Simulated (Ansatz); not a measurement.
A (001) slab of TiAl$_{3}$ (I4/mmm (No. 139)), 5 planes, outer planes TiAl (top) and TiAl (bottom), with 10 atoms (Ti3Al7) in a surface cell of A = 14.787 Å², as cut from the bulk:

```xyz
10
Lattice="3.8453 0.0000 0.0000 0.0000 3.8453 0.0000 0.0000 0.0000 23.6228" Properties=species:S:1:pos:R:3 pbc="T T T"
Ti    1.9227    1.9227    7.5000
Al    0.0000    0.0000    7.5000
Al    0.0000    1.9227    9.6557
Al    1.9227    0.0000    9.6557
Ti    0.0000    0.0000   11.8114
Al    1.9227    1.9227   11.8114
Al    1.9227    0.0000   13.9671
Al    0.0000    1.9227   13.9671
Ti    1.9227    1.9227   16.1228
Al    0.0000    0.0000   16.1228
```

Computed with DFT PBE, scalar-relativistic, plane waves, PAW (Ansatz 0.2.0). Cutoff 420 eV; k points 9×9×1 on the computed 10-atom cell (Γ-centred); Gaussian smearing, width 0.10 eV; no spin polarisation.

The relaxed slab holds 2.33 formula units of TiAl₃ and 0.67 further Ti. Against those formula units in the bulk and the further Ti in its standard state it lies 3.327 eV higher. The formation energy of TiAl₃ from the standard states is -1.582 eV a formula unit (uncorrected, no zero-point or thermal terms).

Q: Over what range can the chemical potential of Ti vary, and what is the surface energy at both ends?

A: In contact with the bulk, μ(Ti) + 3μ(Al) is fixed. With Δμ counted from the standard states, Δμ(Ti) ≤ 0 keeps elemental Ti from forming, and Δμ(Al) ≤ 0 requires Δμ(Ti) ≥ ΔH = -1.582 eV. Other compounds of Ti and Al can narrow this range. Then γ, the mean of both faces, = [3.327 eV − 0.67·Δμ(Ti)]/(2A). At the Ti-rich end (Δμ = 0): 3.327/(2 × 14.787) × 16.02 = 1.80 J/m². At the Ti-poor end: (3.327 + 1.055)/(2 × 14.787) × 16.02 = 2.37 J/m².

Q: How does its energy depend on growth conditions?

A: It carries an excess of Ti, so its energy falls by 0.36 J/m² for each eV that μ(Ti) rises: Ti-rich conditions lower it; whether it appears depends on the other terminations.

Spin polarisation was left out, and a magnetic state may lie lower.